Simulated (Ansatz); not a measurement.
# The 3-layer 2H-WS2 (2H stacking) between two gates

How do the bands of the 3-layer 2H-WS2 (2H stacking) follow a displacement field between two gates?

Calculated with Ansatz 0.2.0; plane-wave DFT, PBE-D3(BJ), Ansatz PAW (set soft_1); PAW set soft_1, in the first sound run; inputs show where later runs differ.

**1. The starting structure**

The cell holds 9 atoms: 6 S and 3 W. Its edges and angles: a = 3.180 Å, b = 3.180 Å, c = 63.827 Å, α = 90.0°, β = 90.0°, γ = 120.0°. Regions: layer 1: 2H-WS2, 3 atoms (2 S and 1 W); layer 2: 2H-WS2, 3 atoms (2 S and 1 W); layer 3: 2H-WS2, 3 atoms (2 S and 1 W). Vacuum lies along c.

**2. Relaxation**

The starting cell is a guess, so the in-plane lattice and the atoms are relaxed first, with the slab cut off from its images along the normal.

The input, input.yaml:

```yaml
crystal:
  lattice:
    - [3.18, 0.0, 0.0]
    - [-1.59, 2.753960784, 0.0]
    - [0.0, 0.0, 63.8268607003]
  atoms:
    - { symbol: S, position: [0.3333333333, 0.6666666667, 0.3713170245] }
    - { symbol: W, position: [0.0, 0.0, 0.3985439647] }
    - { symbol: S, position: [0.3333333333, 0.6666666667, 0.4257709048] }
    - { symbol: S, position: [0.0, 0.0, 0.4727730599] }
    - { symbol: W, position: [0.3333333333, 0.6666666667, 0.5] }
    - { symbol: S, position: [0.0, 0.0, 0.5272269401] }
    - { symbol: S, position: [0.3333333333, 0.6666666667, 0.5742290952] }
    - { symbol: W, position: [0.0, 0.0, 0.6014560353] }
    - { symbol: S, position: [0.3333333333, 0.6666666667, 0.6286829755] }
  periodic: [true, true, false]
kpoints:
  mp_grid: { grid: [12, 12, 1] }
hamiltonian:
  xc: pbe
  dispersion: d3bj
  pseudopotentials: { kind: paw, azcp: { folder: soft_1 } }
scf:
  occupations: { method: fermi_dirac, width: 0.05 }
  convergence: { dr2_threshold: 1.0e-09 }
relax:
  f_tol: 0.004
  max_steps: 90
  cell: {}
output:
  write_potential: true
  write_density: true
  volumetric_format: npy
```

On the command line:

```sh
ansatz run input.yaml --threads 4 --pin off --max-ram 8192MiB --backend cpu --events-out ev --progress --plain --runs-dir out
```

Numbers of over 12 decimals in the logs are rounded to 6 here.

What it wrote:

```text
Warning: relax.cell: scf.convergence.dr2_threshold = 1e-9 eV is looser than the 1.28869860489e-10 eV advised for a relaxation that steers and ends on the stress (1e-10 eV for each atom of the cell: 9, times the square of relax.cell.stress_2d_tol = 0.05 N/m over 26.4 Å (the atoms' height at the walk's start and 5 Å past either face), 1.892e-2 GPa, over a crystal's default 0.05). What an SCF threshold leaves in a stress goes as its square root, and in the free energy as the threshold itself, and one threshold admits the most on a small cell: [figures from the program's tests cut] Set scf.convergence.dr2_threshold to 1.28869860489e-10 eV or tighter. [rest of the remark cut]
Engine: ansatz 0.2.0, x86_64-unknown-linux-gnu
Pseudopotentials: kind: paw
Pseudopotential: S, paw, valence charge 6, recommended cutoff 420 eV (normal), soft_1/S.paw.azcp
Pseudopotential: W, paw, valence charge 14, recommended cutoff 420 eV (normal), soft_1/W.paw.azcp
Functional definition: PBE
  parameter kappa = 0.804
  parameter beta = 0.066725
  exchange = pbe_x(kappa = kappa, mu = beta*pi^2/3)
  correlation = pbe_c(beta = beta)
Crystal: 9 atoms, lattice volume = 558.970 Å³
Basis set: ecut = 420 eV, 11001 PW (Γ), exchange–correlation on 48×48×864 points (8 copies of the dense FFT grid, shifted against one another)
Bands: 48, of which v1, the nominal top of the filled ones, is band 39 counted from 1 (38 counted from 0)
Symmetry: 12 space group operations
Space group: P-6m2 (ITA 187), of the structure as read, at distance tolerance 8.2e-5 Å
k-points: 19 of 144 (time reversal used)
Non-local potential: S, projectors of the file, l = 0: 2, l = 1: 2, l = 2: 1
Non-local potential: W, projectors of the file, l = 0: 3, l = 1: 2, l = 2: 2, l = 3: 1
PAW form: soft (Blöchl's): semilocal exchange-correlation on the pseudo side does not see the compensation charge
PAW one-centre angular grid: S, 110 points (default); XC on 64 Gauss nodes
PAW one-centre angular grid: W, 590 points (default); XC on 64 Gauss nodes
Initial density: superposition of atomic densities (neutral atoms: chi_scale 0, normalization atom)
Initial wavefunctions: pseudopotential atomic-orbital guess
Functional: x = pbe(κ = 0.804, μ = 0.219515), c = pbe(β = 0.066725)
SCF iter   1: F=—  HF=-36580.684926 eV  |F-HF|=—  |Δ(HF+E_count)|=         —  Δρ=2.56e-2  dr2=4.63e0  ethr=3.10e-3  ⟨swp⟩=14.5  Hψ=6539  notcnv=0
preconditioner: auto → Resta (q_TF=auto, 1.965 Å⁻¹)  ε∞=3.0  [insulator: Δε(μ)=1.088 eV  Ē_g=8.096 eV  σ=0.050 eV  W_gap=1.00  n_scr=38 (ndim 8)  ℏωp=11.5 eV  f_vac=0.683  D(μ)=0.00/eV (n_scr^D=0)  ε∞_Penn≈3.0  vacuum switching on, ρ_ref=4.8e-3 e/Å³]
SCF iter   2: F=—  HF=-36579.769466 eV  |F-HF|=—  |Δ(HF+E_count)|=   9.15e-1  Δρ=1.19e-2  dr2=2.38e0  ethr=3.10e-3  ⟨swp⟩=4.8  Hψ=2418  notcnv=0  defer=51
SCF iter   3: F=—  HF=-36579.514875 eV  |F-HF|=—  |Δ(HF+E_count)|=   2.55e-1  Δρ=8.58e-3  dr2=5.63e-1  ethr=3.05e-3  ⟨swp⟩=3.5  Hψ=1611  notcnv=0  defer=51
SCF iter   4: F=—  HF=-36579.440422 eV  |F-HF|=—  |Δ(HF+E_count)|=   7.45e-2  Δρ=3.71e-3  dr2=9.72e-2  ethr=7.22e-4  ⟨swp⟩=3.0  Hψ=1529  notcnv=0  defer=47
SCF iter   5: F=—  HF=-36579.431082 eV  |F-HF|=—  |Δ(HF+E_count)|=   9.34e-3  Δρ=5.51e-4  dr2=1.58e-3  ethr=1.25e-4  ⟨swp⟩=3.5  Hψ=1978  notcnv=0  defer=49
SCF iter   6: F=—  HF=-36579.432241 eV  |F-HF|=—  |Δ(HF+E_count)|=   1.16e-3  Δρ=3.58e-4  dr2=2.04e-3  ethr=2.02e-6  ⟨swp⟩=3.6  Hψ=2099  notcnv=0  defer=49
SCF iter   7: F=—  HF=-36579.432057 eV  |F-HF|=—  |Δ(HF+E_count)|=   1.85e-4  Δρ=1.15e-4  dr2=1.46e-4  ethr=2.02e-6  ⟨swp⟩=2.5  Hψ=1345  notcnv=0  defer=47
SCF iter   8: F=—  HF=-36579.432096 eV  |F-HF|=—  |Δ(HF+E_count)|=   3.90e-5  Δρ=8.82e-5  dr2=4.06e-4  ethr=1.88e-7  ⟨swp⟩=3.3  Hψ=1921  notcnv=0  defer=47
SCF iter   9: F=—  HF=-36579.432063 eV  |F-HF|=—  |Δ(HF+E_count)|=   3.27e-5  Δρ=2.68e-5  dr2=6.06e-6  ethr=1.88e-7  ⟨swp⟩=2.8  Hψ=1398  notcnv=0  defer=47
SCF iter  10: F=—  HF=-36579.432065 eV  |F-HF|=—  |Δ(HF+E_count)|=   1.81e-6  Δρ=1.16e-5  dr2=9.74e-7  ethr=7.77e-9  ⟨swp⟩=3.5  Hψ=2092  notcnv=0  defer=47
SCF iter  11: F=—  HF=-36579.432065 eV  |F-HF|=—  |Δ(HF+E_count)|=   1.52e-7  Δρ=3.06e-6  dr2=2.08e-7  ethr=1.25e-9  ⟨swp⟩=3.0  Hψ=1954  notcnv=0  defer=47
SCF iter  12: F=—  HF=-36579.432065 eV  |F-HF|=—  |Δ(HF+E_count)|=   2.11e-8  Δρ=8.78e-7  dr2=6.15e-9  ethr=2.67e-10  ⟨swp⟩=3.1  Hψ=1609  notcnv=0  defer=47
SCF iter  13: F=-36579.432065 eV  HF=-36579.432065 eV  |F-HF|=1.67e-10  |Δ(HF+E_count)|=  1.67e-10  Δρ=2.66e-7  dr2=4.89e-10  ethr=1.28e-12  ⟨swp⟩=14.3  Hψ=8669  notcnv=0
SCF 1 converged in 13 iterations: F = -36579.432065 eV  dr2 = 4.89e-10
  greatest PAW one-centre occupation: 0.999 electrons in one spin orbital (limit 2), on the W atom at site 7 (counted from 0), in its partial waves of l = 0
relax step   1: F+E_penalty+E_count = -36579.43206464 eV  Δ(F+E_penalty+E_count) = +0.000e0 eV  max|allowed force component| = 2.684e0 eV/Å  Δτ_max = 0.0000 Å  P = -19.558 N/m  Ω = 558.970 Å³  fix = [c, alpha, beta]  reactions: c -0.000 N/m  (13 SCF iters, accepted)
Crystal: 9 atoms, lattice volume = 552.022 Å³
Basis set: ecut = 420 eV, 10641 PW (Γ), exchange–correlation on 48×48×864 points (8 copies of the dense FFT grid, shifted against one another)
Initial density: handed on by an earlier stage of this run
Initial wavefunctions: those handed on with the density
iter 1 solved again at ethr=9.98e-4 eV; its pass at ethr=3.10e-3 eV (dr2=7.79e-1 eV) is discarded
SCF iter   1: F=—  HF=-36580.990664 eV  |F-HF|=—  |Δ(HF+E_count)|=         —  Δρ=9.21e-3  dr2=8.10e-1  ethr=9.98e-4  ⟨swp⟩=2.1  Hψ=7420  notcnv=0
preconditioner: auto → Resta (q_TF=auto, 1.969 Å⁻¹)  ε∞=2.9  [insulator: Δε(μ)=1.287 eV  Ē_g=8.427 eV  σ=0.050 eV  W_gap=1.00  n_scr=40 (ndim 8)  ℏωp=11.6 eV  f_vac=0.693  D(μ)=0.00/eV (n_scr^D=0)  ε∞_Penn≈2.9  vacuum switching on, ρ_ref=5.1e-3 e/Å³]
SCF iter   2: F=—  HF=-36580.872411 eV  |F-HF|=—  |Δ(HF+E_count)|=   1.18e-1  Δρ=4.66e-3  dr2=2.11e-1  ethr=9.98e-4  ⟨swp⟩=4.3  Hψ=1846  notcnv=0  defer=4
SCF iter   3: F=—  HF=-36580.837712 eV  |F-HF|=—  |Δ(HF+E_count)|=   3.47e-2  Δρ=2.43e-3  dr2=2.64e-2  ethr=2.70e-4  ⟨swp⟩=4.8  Hψ=2023  notcnv=0  defer=37
SCF iter   4: F=—  HF=-36580.834302 eV  |F-HF|=—  |Δ(HF+E_count)|=   3.41e-3  Δρ=5.70e-4  dr2=2.06e-3  ethr=3.38e-5  ⟨swp⟩=3.4  Hψ=1974  notcnv=0  defer=37
SCF iter   5: F=—  HF=-36580.834579 eV  |F-HF|=—  |Δ(HF+E_count)|=   2.77e-4  Δρ=2.54e-4  dr2=3.20e-3  ethr=2.65e-6  ⟨swp⟩=3.6  Hψ=2060  notcnv=0  defer=40
[...]
SCF 3 converged in 12 iterations: F = -36580.924226 eV  dr2 = 4.14e-10
relax step   3: F+E_penalty+E_count = -36580.92422556 eV  Δ(F+E_penalty+E_count) = -9.001e-2 eV  max|allowed force component| = 1.589e-1 eV/Å  Δτ_max = 0.1922 Å  P = -0.432 N/m  Ω = 549.078 Å³  energy of the carried Pulay correction = +7.158e-4 eV  fix = [c, alpha, beta]  reactions: c -0.000 N/m  (12 SCF iters, accepted)
[...]
relax step   4: F+E_penalty+E_count = -36580.95070283 eV  Δ(F+E_penalty+E_count) = -2.648e-2 eV  max|allowed force component| = 7.485e-2 eV/Å  Δτ_max = 0.1948 Å  P = -0.063 N/m  Ω = 549.856 Å³  energy of the carried Pulay correction = +6.590e-4 eV  fix = [c, alpha, beta]  reactions: c -0.000 N/m  (13 SCF iters, accepted)
[...]
relax step   5: F+E_penalty+E_count = -36580.95238393 eV  Δ(F+E_penalty+E_count) = -1.681e-3 eV  max|allowed force component| = 7.701e-3 eV/Å  Δτ_max = 0.0762 Å  P = -0.048 N/m  Ω = 550.722 Å³  energy of the carried Pulay correction = +5.959e-4 eV  fix = [c, alpha, beta]  reactions: c -0.000 N/m  (11 SCF iters, accepted)
[...]
relax step   6: F+E_penalty+E_count = -36580.95258448 eV  Δ(F+E_penalty+E_count) = -2.006e-4 eV  max|allowed force component| = 2.019e-2 eV/Å  Δτ_max = 0.0252 Å  P = +0.023 N/m  Ω = 550.677 Å³  energy of the carried Pulay correction = +5.992e-4 eV  fix = [c, alpha, beta]  reactions: c +0.000 N/m  (10 SCF iters, accepted)
[...]
relax step   7: F+E_penalty+E_count = -36580.95263583 eV  Δ(F+E_penalty+E_count) = -5.135e-5 eV  max|allowed force component| = 6.512e-4 eV/Å  Δτ_max = 0.0039 Å  P = -0.007 N/m  Ω = 550.584 Å³  energy of the carried Pulay correction = +6.060e-4 eV  fix = [c, alpha, beta]  reactions: c -0.000 N/m  (8 SCF iters, accepted)
Initial wavefunctions: pseudopotential atomic-orbital guess (no wavefunctions were taken with the density)
iter 1 solved again at ethr=6.52e-7 eV; its pass at ethr=3.10e-3 eV (dr2=5.08e-4 eV) is discarded
SCF iter   1: F=—  HF=-36580.951978 eV  |F-HF|=—  |Δ(HF+E_count)|=         —  Δρ=1.42e-5  dr2=2.23e-7  ethr=6.52e-7  ⟨swp⟩=6.5  Hψ=11294  notcnv=0
eigensolver tolerance schedule: the retry pair's looser diagonalisation over-reported the residual by 2275.92 of it (diagonalisation noise at 0.92 of the residual, at the tolerance the schedule requests for it); recorded, not acted on — ethr = c·dr2/N_el stays at c = 1.0e-1
preconditioner: auto → Resta (q_TF=auto, 1.970 Å⁻¹)  ε∞=2.9  [insulator: Δε(μ)=1.136 eV  Ē_g=8.444 eV  σ=0.050 eV  W_gap=1.00  n_scr=40 (ndim 8)  ℏωp=11.6 eV  f_vac=0.703  D(μ)=0.00/eV (n_scr^D=0)  ε∞_Penn≈2.9  vacuum switching on, ρ_ref=5.2e-3 e/Å³]
SCF iter   2: F=—  HF=-36580.951920 eV  |F-HF|=—  |Δ(HF+E_count)|=   5.83e-5  Δρ=7.36e-6  dr2=1.02e-7  ethr=2.86e-10  ⟨swp⟩=6.3  Hψ=3871  notcnv=0
SCF iter   3: F=—  HF=-36580.951920 eV  |F-HF|=—  |Δ(HF+E_count)|=   4.23e-8  Δρ=3.61e-6  dr2=3.04e-8  ethr=1.31e-10  ⟨swp⟩=3.3  Hψ=1698  notcnv=0
SCF iter   4: F=—  HF=-36580.951920 eV  |F-HF|=—  |Δ(HF+E_count)|=   1.11e-8  Δρ=9.71e-7  dr2=3.99e-9  ethr=3.90e-11  ⟨swp⟩=3.3  Hψ=1937  notcnv=0
SCF iter   5: F=-36580.951920 eV  HF=-36580.951920 eV  |F-HF|=2.84e-10  |Δ(HF+E_count)|=  2.04e-10  Δρ=2.80e-7  dr2=6.16e-10  ethr=1.28e-12  ⟨swp⟩=15.0  Hψ=9407  notcnv=0
SCF 8 converged in 5 iterations: F = -36580.951920 eV  dr2 = 6.16e-10
relax step   8: F+E_penalty+E_count = -36580.95191978 eV  Δ(F+E_penalty+E_count) = +7.160e-4 eV  max|allowed force component| = 5.391e-4 eV/Å  Δτ_max = 0.0000 Å  P = +0.003 N/m  Ω = 550.584 Å³  fix = [c, alpha, beta]  reactions: c +0.000 N/m  stress off target by 2.70e-3 N/m on what of the cell is left free  SCF on the basis re-selected at this cell (its energy is not comparable with the rows above)  (5 SCF iters)
basis re-selected at this cell: Δ(F+E_penalty+E_count) = +7.160e-4 eV, ΔP = +0.010 N/m vs the last step (what re-selecting the basis moved, of the pressure what is left beyond the Pulay correction that the steps carried, after the strain that the cell walked since its last selection, with what the two solves' SCF thresholds leave and, on support functions, any second-order correction that the steps lacked; it is no m [...]
WARN: The output density's exchange-correlation potential varies sharply where the density is thin. Do not read a vacuum level from v_tot or v_xc, or from such a field of the output density. On a cell that repeats whose density bears no net charge and no dipole along the vacuum's axis use v_es (v_loc + v_h of the components); under efield.dipole_correction with no amplitude use v_es + v_field, which holds any externa [...]
SCF converged after 5 iterations
Free energy (F): -36580.951920 eV
Harris-Foulkes:  -36580.951920 eV  (|F-HF|=2.84e-10)
Internal energy: -36580.951919 eV  (E = F + TS)
E sigma→0 (E₀):  -36580.951920 eV
Entropy (-TS):   -0.000001 eV (-0.000 meV/atom)
Fermi energy:    -4.611417 eV
--- Per-component energies (eV) ---
  E_band       = -1867.825904
  E_kinetic    = 1904.495103
  E_local      = -647372.371598  (includes V_loc(G=0)·N_el)
  E_nonlocal   = 131.590186
  E_hartree    = 322602.840747
  E_xc         = -1338.602095
  E_vxc        = -1193.350033  (∫ρ·V_xc dr)
  E_paw        = -29384.168490  (= ΣΔE_a)
  E_vpaw       = -543.866755  (= ΣTr[D̂ρ^β])
  E_aug_tail   = 0.000463  (compensation charges beyond the density's cutoff)
  E_ewald      = 316878.780792
  E_disp       = -3.517027  (pairwise vdW)
  E_smearing   = -0.000001  (= −TS)
  E_closure    = 0.000000  (closes the sum)
  Σ components = -36580.951920   (vs F -36580.951920, Δ=0.00e0)
--- Forces (eV/Å), atoms counted from 1 ---
  atom   1  S      0.00000000    -0.00000000     0.00011364
  atom   2  W      0.00000000     0.00000000     0.00041113
  atom   3  S      0.00000000    -0.00000000     0.00008136
  atom   4  S      0.00000000     0.00000000     0.00053911
  atom   5  W      0.00000000    -0.00000000    -0.00000000
  atom   6  S      0.00000000     0.00000000    -0.00053911
  atom   7  S      0.00000000    -0.00000000    -0.00008136
  atom   8  W      0.00000000     0.00000000    -0.00041113
  atom   9  S     -0.00000000    -0.00000000    -0.00011364
  max |Σ_I F_I| component: 1.02e-16 eV/Å
--- 2D stress c σ (N/m, compression-positive) ---
        0.002703       0.000000       0.000000
       -0.000000       0.002703       0.000000
        0.000000       0.000000       0.000000
  P = ½ c Tr σ = 0.0027 N/m
--- Band table (eV; the first three rows and the last of 19) ---
  k-point 0: bands = [... 35 lower, -7.0387, -6.1013, -5.5015, -5.1343, -2.7761, -2.7761, -2.7684, -2.7684, ... 5 higher]
  k-point 1: bands = [... 35 lower, -6.7537, -6.1075, -5.6097, -5.3416, -2.8952, -2.8781, -2.8584, -2.8512, ... 5 higher]
  k-point 2: bands = [... 35 lower, -6.7651, -6.2314, -6.0099, -5.9266, -3.4484, -3.2700, -3.0591, -3.0265, ... 5 higher]
  k-point 18: bands = [... 35 lower, -8.0295, -5.7912, -5.7020, -5.6206, -3.7667, -3.7541, -3.7540, -2.9115, ... 5 higher]
  the weakly bound empty levels are not read free of the cell's end (no_gap_told)
--- Relaxed structure (7 steps of the walk, 7 accepted, 1 SCFs on fresh bases) ---
  F+E_penalty+E_count = -36580.95191978 eV   max|allowed force component| = 5.391e-4 eV/Å   (the final SCF, on the basis selected at the relaxed cell)
  cell:  # Å, volume = 550.5840 Å³
    - [3.156056, -2.6583018879026105e-18, 0.0]
    - [-1.578028, 2.733225, 0.0]
    - [0.0, 0.0, 63.8268607003]
  atoms:
    - { symbol: S, position: [0.333333, 0.666667, 0.380042] }
    - { symbol: W, position: [0, -2.17018904013385e-17, 0.404746] }
    - { symbol: S, position: [0.333333, 0.666667, 0.429421] }
    - { symbol: S, position: [0, -2.1701890401338497e-17, 0.475335] }
    - { symbol: W, position: [0.333333, 0.666667, 0.5] }
    - { symbol: S, position: [0, -2.1701890401338497e-17, 0.524665] }
    - { symbol: S, position: [0.333333, 0.666667, 0.570579] }
    - { symbol: W, position: [0, -2.1701890401338506e-17, 0.595254] }
    - { symbol: S, position: [0.333333, 0.666667, 0.619958] }
```

Elapsed: 63 s, on 4 threads of Intel Xeon 6975P-C (Granite Rapids), shared host; peak memory 1.2 GiB.

Relaxation path:

```
step  energy less that of the first step (eV)  largest force component (eV/Å)  volume (Å³)
   1                                   0.0000                          2.6841       558.97
   2                                  -1.4022                          0.6747       552.02
   3                                  -1.4922                          0.1589       549.08
   4                                  -1.5186                          0.0748       549.86
   5                                  -1.5203                          0.0077       550.72
   6                                  -1.5205                          0.0202       550.68
   7                                  -1.5206                          0.0007       550.58
  8*                                  -1.5199                          0.0005       550.58
```

Relaxation steps marked * repeat the geometry before them on a plane-wave basis chosen anew for their cell, so energy and pressure can jump there.

The run keeps the 12 symmetry operations that it works with, so distortions that break them were not tested.

```
cell as run  before  after  change
      a (Å)   3.180  3.156  -0.8 %
      b (Å)   3.180  3.156  -0.8 %
```

The atoms that moved most (Å, along periodic axes as changes of fractional coordinates times the final cell, across vacuum about the mean position):

```
atom     dx     dy      dz  length
  S1  0.000  0.000   0.557   0.557
  S9  0.000  0.000  -0.557   0.557
  W2  0.000  0.000   0.396   0.396
  W8  0.000  0.000  -0.396   0.396
  S3  0.000  0.000   0.233   0.233
  S7  0.000  0.000  -0.233   0.233
  S4  0.000  0.000   0.164   0.164
  S6  0.000  0.000  -0.164   0.164
```

The lattice constant a goes from 3.180 to 3.156 Å.

(Continued in part 2 of 3.)

[Logs are printed without paths, hosts, clocks, repeated set-up lines and the standing remarks that a program may print on its own settings, such as how far it seeks lower states.]

[Hosts, paths, dates, database ids (printed as entryN), source tags and the programs' standing remarks are cut or masked in the printed files.]

[Maps of the electrostatic potential energy from Ansatz leave out the sawtooth potential of an applied field or a dipole correction, so their vacuum need not be flat; planar profiles and work functions include it.]
